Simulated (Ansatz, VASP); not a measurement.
Given: the input of a run of Ansatz 0.2.0 on Ga.

input.yaml

```yaml
crystal:
  lattice:
    - [3.7653697915, -2.2951847555, 0.0]
    - [3.7653697915, 2.2951847555, 0.0]
    - [0.0, 0.0, 4.427594483]
  atoms:
    - { symbol: Ga, position: [0.66555049, 0.00968539, 0.25] }
    - { symbol: Ga, position: [0.00968539, 0.66555049, 0.75] }
    - { symbol: Ga, position: [0.33444951, 0.99031461, 0.75] }
    - { symbol: Ga, position: [0.99031461, 0.33444951, 0.25] }
kpoints:
  mp_grid: { grid: [7, 7, 6] }
scf:
  occupations: { method: fermi_dirac, width: 0.05 }
hamiltonian:
  xc: pbesol
  pseudopotentials: { kind: all_electron, lapw: { basis_error: 0.001 } }
output:
  forces: true
  stress: true
  eigenvalues: true
```

Potentials or basis: all-electron LAPW, scalar-relativistic.

Launch:

```sh
$ ansatz run input.yaml --threads 2 --pin off --max-ram 8192MiB --backend cpu --events-out ev --progress --plain --runs-dir out
```

Translate it to VASP 6.6.1. Potentials there: VASP PAW PBE potentials, release 64 (Ga_d).

As run (the cutoff follows the program's own potentials):

The input INCAR:

```
SYSTEM = Ga
PREC = Accurate ; ENCUT = 520
EDIFF = 1E-6 ; ISMEAR = -1
SIGMA = 0.05 ; LREAL = .FALSE.
LASPH = .TRUE. ; NELM = 100
ALGO = Fast ; ISIF = 2
LWAVE = .FALSE. ; LCHARG = .TRUE.
GGA = PS ; LELF = .TRUE.
LVHAR = .TRUE. ; NBANDS = 34
```

File KPOINTS:

```
Automatic mesh
0
G
  7 7 6
  0 0 0
```

Contents of POSCAR:

```
Ga
1.0
    3.7653697915     -2.2951847555      0.0000000000
    3.7653697915      2.2951847555      0.0000000000
    0.0000000000      0.0000000000      4.4275944830
Ga
4
Direct
    0.6655504900      0.0096853900      0.2500000000
    0.0096853900      0.6655504900      0.7500000000
    0.3344495100      0.9903146100      0.7500000000
    0.9903146100      0.3344495100      0.2500000000
```

Potentials or basis: VASP PAW PBE potentials, release 64 (Ga_d).

The run is started by

```bash
$ cat potpaw_PBE.64/Ga_d/POTCAR > POTCAR
$ mpirun -np 1 vasp_std > vasp.out
```

Both were run:

|  | VASP | Ansatz | Ansatz less VASP |
| --- | --- | --- | --- |
| gap on the k mesh at the Fermi level (eV) | none | none | - |
| pressure (GPa) | 2.4 | 2.5 | +0.03 |
| largest component of the traceless stress (GPa) | 0.80 | 0.82 | +0.013 |
| rms of the force components (eV/Å) | 0.031 | 0.031 | +0.0005 |

Atom by atom the forces differ by 0.003 eV/Å (rms over components). A gap of «none» marks a metal or a gap that the smearing closes. Ansatz ran all-electron here, so the differences hold the error of VASP's frozen core and of both bases.

Caveats: the PAW data sets were made with another functional, which shifts forces and pressure a little (VASP).
